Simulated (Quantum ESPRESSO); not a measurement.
# Simulated XPS, UPS and emission spectra of KF, part 13 of 13

What would valence photoemission of KF look like, and what sets its shape?

Quantum ESPRESSO 7.5; DFT, PBE, plane waves, ultrasoft GBRV pseudopotentials, scalar-relativistic (the session's first sound run).

So far. Step 9 (With LDA: bands): At this level the gap is 5.79 eV on the path. Step 13 (Other settings: self-consistent run: diagonalization = …): Against step 2 (now other solver), the free energy stays within 0.05 meV an atom, the gap on the k-mesh stays at 6.17 eV and the pressure goes from 0.123 GPa to 0.127 GPa. The two runs end at the same energy.

### 14. Other settings: levels for the DOS: diagonalization = "paro"

Level of this step: DFT, PBE, plane waves, ultrasoft GBRV pseudopotentials, scalar-relativistic; changed: diagonalization = "paro" (Quantum ESPRESSO).

The levels for the density of states are solved on the fixed potential, without another SCF cycle.

nscf.in reads:

```
&control
  calculation = 'nscf'
  prefix = 'pes'
  outdir = './tmp'
  pseudo_dir = './pp'
  verbosity = 'high'
/
&system
  ibrav = 0
  nat = 2
  ntyp = 2
  ecutwfc = 40.0
  ecutrho = 200.0
  occupations = 'smearing'
  nbnd = 16
  smearing = 'fd'
  degauss = 0.00147
/
&electrons
  conv_thr = 1.2e-08
  mixing_beta = 0.5
  electron_maxstep = 120
  diagonalization = 'paro'
  diago_full_acc = .true.
/
ATOMIC_SPECIES
K 39.0983 k_pbe_v1.4.uspp.F.UPF
F 18.9984 f_pbe_v1.4.uspp.F.UPF
CELL_PARAMETERS angstrom
 0.000000000 2.671850000 2.671850000
 2.671850000 0.000000000 2.671850000
 2.671850000 2.671850000 0.000000000
ATOMIC_POSITIONS crystal
K 0.000000000 0.000000000 0.000000000
F 0.500000000 0.500000000 0.500000000
K_POINTS automatic
14 14 14 0 0 0
```

The run is started by

```
OMP_NUM_THREADS=1 mpirun -n 4 pw.x -nk 4 -in nscf.in > nscf.out
```

What it wrote:

```text
[banner, memory and clock lines left out]
Program PWSCF v.7.5 starts

          URL

     Atomic positions and unit cell read from directory:
     ./tmp/pes.save/

     Message from routine setup:
     using ibrav=0 with symmetry is DISCOURAGED, use correct ibrav instead

     G-vector sticks info

     bravais-lattice index     =            0
     lattice parameter (alat)  =       7.1405  a.u.
     unit-cell volume          =     257.4322 (a.u.)^3
     number of atoms/cell      =            2
     number of atomic types    =            2
     number of electrons       =        16.00
     number of Kohn-Sham states=           16
     kinetic-energy cutoff     =      40.0000  Ry
     charge density cutoff     =     200.0000  Ry
     Exchange-correlation=  SLA  PW   PBX  PBC
                           (   1   4   3   4   0   0   0)

     celldm(1)=   7.140456  celldm(2)=   0.000000  celldm(3)=   0.000000
     celldm(4)=   0.000000  celldm(5)=   0.000000  celldm(6)=   0.000000

     crystal axes: (cart. coord. in units of alat)
               a(1) = (   0.000000   0.707107   0.707107 )
               a(2) = (   0.707107   0.000000   0.707107 )
               a(3) = (   0.707107   0.707107   0.000000 )

     reciprocal axes: (cart. coord. in units 2 pi/alat)
               b(1) = ( -0.707107  0.707107  0.707107 )
               b(2) = (  0.707107 -0.707107  0.707107 )
               b(3) = (  0.707107  0.707107 -0.707107 )

     PseudoPot. # 1 for K  read from file:
     ./pp/k_pbe_v1.4.uspp.F.UPF
     Pseudo is Ultrasoft + core correction, Zval =  9.0
     Generated by new atomic code, or converted to UPF format
     Using radial grid of  841 points,  6 beta functions with:
                l(1) =   0
                l(2) =   0
                l(3) =   1
                l(4) =   1
                l(5) =   2
                l(6) =   2
     Q(r) pseudized with  6 coefficients,  rinner =    1.500   1.500   1.500
                                                       1.500   1.500

     PseudoPot. # 2 for F  read from file:
     ./pp/f_pbe_v1.4.uspp.F.UPF
     Pseudo is Ultrasoft, Zval =  7.0
     Generated by new atomic code, or converted to UPF format
     Using radial grid of  799 points,  4 beta functions with:
                l(1) =   0
                l(2) =   0
                l(3) =   1
                l(4) =   1
     Q(r) pseudized with  8 coefficients,  rinner =    0.950   0.950   0.950

     atomic species   valence    mass     pseudopotential
     K                 9.00    39.09830     K ( 1.00)
     F                 7.00    18.99840     F ( 1.00)

     48 Sym. Ops., with inversion, found

                                    s                        frac. trans.

      isym =  1     identity

 cryst.   s( 1) = (     1          0          0      )
                  (     0          1          0      )
                  (     0          0          1      )

 cart.    s( 1) = (  1.0000000 -0.0000000  0.0000000 )
                  ( -0.0000000  1.0000000  0.0000000 )
                  ( -0.0000000  0.0000000  1.0000000 )

      isym =  2     180 deg rotation - cart. axis [0,0,1]

 cryst.   s( 2) = (     0          1         -1      )
                  (     1          0         -1      )
                  (     0          0         -1      )

 cart.    s( 2) = ( -1.0000000  0.0000000  0.0000000 )
                  (  0.0000000 -1.0000000  0.0000000 )
                  (  0.0000000 -0.0000000  1.0000000 )

      isym =  3     180 deg rotation - cart. axis [0,1,0]

 cryst.   s( 3) = (     0         -1          1      )
                  (     0         -1          0      )
                  (     1         -1          0      )

 cart.    s( 3) = ( -1.0000000 -0.0000000 -0.0000000 )
                  (  0.0000000  1.0000000 -0.0000000 )
                  (  0.0000000  0.0000000 -1.0000000 )

      isym =  4     180 deg rotation - cart. axis [1,0,0]

 cryst.   s( 4) = (    -1          0          0      )
                  (    -1          0          1      )
                  (    -1          1          0      )

 cart.    s( 4) = (  1.0000000  0.0000000 -0.0000000 )
                  ( -0.0000000 -1.0000000 -0.0000000 )
                  ( -0.0000000 -0.0000000 -1.0000000 )

      isym =  5     180 deg rotation - cart. axis [1,1,0]

 cryst.   s( 5) = (    -1          0          1      )
[...]
cart.    s( 5) = ( -0.0000000  1.0000000 -0.0000000 )
[...]
isym =  6     180 deg rotation - cart. axis [1,-1,0]

 cryst.   s( 6) = (     0         -1          0      )
[...]
cart.    s( 6) = (  0.0000000 -1.0000000 -0.0000000 )
[...]
isym =  7      90 deg rotation - cart. axis [0,0,-1]

 cryst.   s( 7) = (     0          1          0      )
[...]
cart.    s( 7) = (  0.0000000  1.0000000  0.0000000 )
[...]
isym =  8      90 deg rotation - cart. axis [0,0,1]

 cryst.   s( 8) = (     1          0         -1      )
[...]
cart.    s( 8) = ( -0.0000000 -1.0000000  0.0000000 )
[...]
isym =  9     180 deg rotation - cart. axis [1,0,1]

 cryst.   s( 9) = (    -1          1          0      )
[...]
cart.    s( 9) = (  0.0000000  0.0000000  1.0000000 )
[...]
isym = 10     180 deg rotation - cart. axis [-1,0,1]

 cryst.   s(10) = (     0          0         -1      )
[...]
cart.    s(10) = ( -0.0000000  0.0000000 -1.0000000 )
[...]
isym = 11      90 deg rotation - cart. axis [0,1,0]

 cryst.   s(11) = (     0          0          1      )
[...]
cart.    s(11) = ( -0.0000000 -0.0000000  1.0000000 )
[...]
isym = 12      90 deg rotation - cart. axis [0,-1,0]

 cryst.   s(12) = (     1         -1          0      )
[...]
cart.    s(12) = (  0.0000000 -0.0000000 -1.0000000 )
[...]
isym = 13     180 deg rotation - cart. axis [0,1,1]

 cryst.   s(13) = (     1          0          0      )
[...]
cart.    s(13) = ( -1.0000000  0.0000000 -0.0000000 )
[...]
isym = 14     180 deg rotation - cart. axis [0,1,-1]

 cryst.   s(14) = (    -1          0          0      )
[...]
cart.    s(14) = ( -1.0000000 -0.0000000  0.0000000 )
[...]
isym = 15      90 deg rotation - cart. axis [-1,0,0]

 cryst.   s(15) = (     0         -1          1      )
[...]
cart.    s(15) = (  1.0000000 -0.0000000 -0.0000000 )
[...]
occupation numbers
     1.0000   1.0000   1.0000   1.0000   1.0000   1.0000   1.0000   1.0000
     0.0000   0.0000   0.0000   0.0000   0.0000   0.0000   0.0000   0.0000

          k = 0.1515 0.1515-0.1515 (  1098 PWs)   bands (ev):

   -24.5893 -17.1765  -7.9761  -7.8822  -7.8822   1.1628   1.3721   1.3721
     8.8504  11.6857  12.7571  12.7571  14.2526  14.2526  19.8815  22.6159

     occupation numbers
     1.0000   1.0000   1.0000   1.0000   1.0000   1.0000   1.0000   1.0000
     0.0000   0.0000   0.0000   0.0000   0.0000   0.0000   0.0000   0.0000

          k = 0.2020 0.2020-0.2020 (  1095 PWs)   bands (ev):

[...]
occupation numbers
[...]
k = 0.2525 0.2525-0.2525 (  1095 PWs)   bands (ev):

[...]
occupation numbers
[...]
k = 0.3030 0.3030-0.3030 (  1101 PWs)   bands (ev):

[...]
occupation numbers
[...]
k =-0.3536-0.3536 0.3536 (  1104 PWs)   bands (ev):

[...]
occupation numbers
[...]
k = 0.1010-0.0000 0.0000 (  1087 PWs)   bands (ev):

[...]
occupation numbers
[...]
k = 0.1515 0.0505-0.0505 (  1099 PWs)   bands (ev):

[...]
occupation numbers
[...]
k = 0.2020 0.1010-0.1010 (  1100 PWs)   bands (ev):

[...]
occupation numbers
[...]
k = 0.2525 0.1515-0.1515 (  1091 PWs)   bands (ev):

[...]
occupation numbers
[...]
k = 0.3030 0.2020-0.2020 (  1099 PWs)   bands (ev):

[...]
occupation numbers
[...]
k = 0.3536 0.2525-0.2525 (  1103 PWs)   bands (ev):

[...]
occupation numbers
[...]
k =-0.3030-0.4041 0.4041 (  1100 PWs)   bands (ev):

[...]
occupation numbers
[...]
k =-0.2525-0.3536 0.3536 (  1104 PWs)   bands (ev):

[...]
occupation numbers
[...]
k =-0.2020-0.3030 0.3030 (  1105 PWs)   bands (ev):

[...]
k =-0.1515-0.2525 0.2525 (  1097 PWs)   bands (ev):

[...]
k =-0.1010-0.2020 0.2020 (  1100 PWs)   bands (ev):

[...]
k =-0.0505-0.1515 0.1515 (  1095 PWs)   bands (ev):

[...]
k = 0.0000-0.1010 0.1010 (  1099 PWs)   bands (ev):

[...]
k = 0.2020-0.0000 0.0000 (  1106 PWs)   bands (ev):

[...]
k = 0.2525 0.0505-0.0505 (  1103 PWs)   bands (ev):

[...]
k = 0.3030 0.1010-0.1010 (  1101 PWs)   bands (ev):

[...]
k = 0.3536 0.1515-0.1515 (  1098 PWs)   bands (ev):

[...]
k = 0.4041 0.2020-0.2020 (  1099 PWs)   bands (ev):

[...]
k =-0.2525-0.4546 0.4546 (  1101 PWs)   bands (ev):

[...]
k =-0.2020-0.4041 0.4041 (  1102 PWs)   bands (ev):

[...]
k =-0.1515-0.3536 0.3536 (  1105 PWs)   bands (ev):

[...]
k =-0.1010-0.3030 0.3030 (  1104 PWs)   bands (ev):

[...]
k =-0.0505-0.2525 0.2525 (  1096 PWs)   bands (ev):

[...]
k =-0.0000-0.2020 0.2020 (  1099 PWs)   bands (ev):

[...]
k = 0.3030-0.0000 0.0000 (  1098 PWs)   bands (ev):

[...]
k = 0.3536 0.0505-0.0505 (  1091 PWs)   bands (ev):

[...]
k =-0.2020-0.5051 0.5051 (  1098 PWs)   bands (ev):

[...]
k =-0.1515-0.4546 0.4546 (  1100 PWs)   bands (ev):

[...]
k =-0.1010-0.4041 0.4041 (  1100 PWs)   bands (ev):

[...]
k = 0.4041-0.0000 0.0000 (  1094 PWs)   bands (ev):

[...]
k = 0.0000-0.4041 0.4041 (  1117 PWs)   bands (ev):

[...]
k = 0.5556 0.0505-0.0505 (  1093 PWs)   bands (ev):

[...]
k = 0.0000-0.5051 0.5051 (  1119 PWs)   bands (ev):

[...]
k = 0.6061-0.0000 0.0000 (  1094 PWs)   bands (ev):

[...]
k =-0.7071 0.0000 0.0000 (  1106 PWs)   bands (ev):

[...]
k = 0.2020 0.1010 0.0000 (  1094 PWs)   bands (ev):

[...]
k = 0.2525 0.1515-0.0505 (  1097 PWs)   bands (ev):

[...]
k = 0.3030 0.2020-0.1010 (  1099 PWs)   bands (ev):

[...]
k = 0.3536 0.2525-0.1515 (  1102 PWs)   bands (ev):

[...]
k = 0.3030 0.1010 0.0000 (  1097 PWs)   bands (ev):

[...]
k = 0.3536 0.1515-0.0505 (  1095 PWs)   bands (ev):

[...]
k = 0.4041 0.2020-0.1010 (  1100 PWs)   bands (ev):

[...]
k = 0.4041 0.1010-0.0000 (  1091 PWs)   bands (ev):

[...]
k = 0.4546 0.1515-0.0505 (  1090 PWs)   bands (ev):

[...]
k = 0.5051 0.1010 0.0000 (  1085 PWs)   bands (ev):

[...]
k = 0.0000-0.4041 0.5051 (  1100 PWs)   bands (ev):

[...]
k = 0.0000-0.5051 0.6061 (  1102 PWs)   bands (ev):

[...]
k =-0.7071 0.1010 0.0000 (  1108 PWs)   bands (ev):

[...]
k = 0.4041 0.2020 0.0000 (  1093 PWs)   bands (ev):

[...]
k =-0.1010-0.4041 0.6061 (  1101 PWs)   bands (ev):

[...]
k =-0.0505-0.3536 0.5556 (  1102 PWs)   bands (ev):

[...]
k =-0.0000-0.3030 0.5051 (  1102 PWs)   bands (ev):

[...]
occupation numbers
[...]
k =-0.1010-0.5051 0.7071 (  1099 PWs)   bands (ev):

[...]
occupation numbers
[...]
k =-0.0505-0.4546 0.6566 (  1104 PWs)   bands (ev):

[...]
occupation numbers
[...]
k =-0.0000-0.4041 0.6061 (  1098 PWs)   bands (ev):

[...]
occupation numbers
[...]
k =-0.7071 0.2020-0.0000 (  1100 PWs)   bands (ev):

[...]
occupation numbers
[...]
k =-0.1010-0.4041 0.7071 (  1106 PWs)   bands (ev):

[...]
occupation numbers
[...]
k =-0.0505-0.3536 0.6566 (  1104 PWs)   bands (ev):

   -24.5089 -17.1869  -8.2470  -8.2376  -7.9551   1.0943   1.3331   1.3385
    11.2217  11.2858  12.7589  14.8895  15.4496  16.3492  17.3702  17.8410

     occupation numbers
     1.0000   1.0000   1.0000   1.0000   1.0000   1.0000   1.0000   1.0000
     0.0000   0.0000   0.0000   0.0000   0.0000   0.0000   0.0000   0.0000

          k =-0.7071 0.3030-0.0000 (  1104 PWs)   bands (ev):

   -24.5078 -17.1834  -8.2929  -8.2150  -7.9621   1.1237   1.3325   1.3655
    10.8981  11.6296  12.6593  14.8957  15.6286  16.4190  17.1703  17.8427

     occupation numbers
     1.0000   1.0000   1.0000   1.0000   1.0000   1.0000   1.0000   1.0000
     0.0000   0.0000   0.0000   0.0000   0.0000   0.0000   0.0000   0.0000

     the Fermi energy is     6.9442 ev
     (compare with:     6.9443 eV, computed in scf)

     XML data file, pseudopotentials, collected wavefunctions

                                        0.00s GPU  (    2041 calls)

Note: The following floating-point exceptions are signalling: IEEE_UNDERFLOW_FLAG IEEE_DENORMAL
Note: The following floating-point exceptions are signalling: IEEE_UNDERFLOW_FLAG IEEE_DENORMAL
```

Elapsed: 5.6 s, on 4 MPI ranks of Intel Xeon Platinum 8559C (Emerald Rapids), shared host; 22 s of CPU time.

### 15. What came out

```
least gap on the mesh and the path                           : 6.17 eV
strongest listed peak within 13 eV of the zero, at 1486.7 eV : 9.6 eV binding, mostly K 3p
strongest listed peak within 13 eV of the zero, at 21.2 eV   : 0.2 eV binding, mostly F 2p
PBE                                                          : gap 6.17 eV, highest Al Kα peak within 13 eV at 9.6 eV (K 3p)
LDA                                                          : gap 5.79 eV, highest Al Kα peak within 13 eV at 9.3 eV (K 3p)
```

What this shows: KF is an insulator or semiconductor at the base level (gap 6.17 eV), and its valence spectrum changes with photon energy as the shells' cross sections do. At 1486.7 eV the valence spectrum has its highest listed peaks within 13 eV at 0.2 eV (F 2p) and 9.6 eV (K 3p). The shell named is the one with most of the intensity, cross sections included, not always the one with most states there. In the main run, from 1486.7 eV towards hard X-rays the F 2s share grows by 21 points, as its cross section falls more slowly with photon energy than those of the shells it gains on. With LDA, the gap moves from 6.17 to 5.79 eV. With LDA, the gap on the path moves from 6.17 to 5.79 eV. At 21.2 eV the area is led by F 2p (100 %), at 5414.7 eV by F 2s (60 %), a shell that the model's window at 21.2 eV leaves out. Kohn–Sham levels aren't quasiparticle energies, so peak positions are approximate. Each run has its own recipe for the spectra (widths, photon energies, in some runs the light), so peak heights and places can differ between runs for that reason too. Semilocal Kohn–Sham gaps are too small as a rule. Runs of this task that aren't shown: a run on the same cell and settings as one shown (Quantum ESPRESSO).

[Logs are printed without paths, hosts, clocks, repeated set-up lines and the standing remarks that a program may print on its own settings, such as how far it seeks lower states.]

[Hosts, paths, dates, database ids (printed as entryN), source tags and the programs' standing remarks are cut or masked in the printed files.]

[Maps of the electrostatic potential energy from Ansatz leave out the sawtooth potential of an applied field or a dipole correction, so their vacuum need not be flat; work functions include it.]

[Peak lists hold at most the 14 tallest peaks of each spectrum; further lines can be left out.]
